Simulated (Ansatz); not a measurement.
## Relaxing Zr

These are results of Ansatz 0.2.0, DFT PBEsol, scalar-relativistic, plane waves, PAW, not measurements. Cutoff 420 eV, Γ-centred k mesh, Gaussian smearing, no spin polarisation in the final step.

Zr was placed on the simple hexagonal structure type (P6/mmm, No. 191), at a guessed volume.

```
CELL_PARAMETERS angstrom
3.09045 0.00000 0.00000
-1.54523 2.67641 0.00000
0.00000 0.00000 2.88764
ATOMIC_POSITIONS crystal
Zr 0.00000 0.00000 0.00000
```

Cell and atoms relax at zero pressure; the relaxation can't lower the symmetry of the start.

Energies count from the standard state of Zr at the same level.

Problem. Describe the relaxed structure.

Solution. It keeps P6/mmm (No. 191). The result has the simple hexagonal structure. Conventional cell: a = 2.972 Å, c = 2.984 Å. Zr has 8 Zr at 2.97–2.98 Å.

```cif
data_structure
_symmetry_space_group_name_H-M 'P6/mmm'
_symmetry_Int_Tables_number 191
_cell_length_a 2.9718
_cell_length_b 2.9718
_cell_length_c 2.9843
_cell_angle_alpha 90.000
_cell_angle_beta 90.000
_cell_angle_gamma 120.000
_cell_volume 22.82
loop_
_atom_site_label
_atom_site_type_symbol
_atom_site_symmetry_multiplicity
_atom_site_Wyckoff_symbol
_atom_site_fract_x
_atom_site_fract_y
_atom_site_fract_z
_atom_site_occupancy
Zr1 Zr 1 a 0.00000 0.00000 0.00000 1
```

Problem. What are its volume, energy, density and gap?

Solution. The volume per atom is 22.82 Å³ and the density is 6.64 g/cm³. The energy over the standard structure is 0.35 eV/atom and the gap on the 21×21×20 mesh is 0 eV (a metal).

The final run used a 21×21×20 mesh on its 1-atom cell and 0.10 eV smearing. For metals, differences of a few meV/atom aren't resolved. A structure relaxed within its symmetry needn't be a true minimum.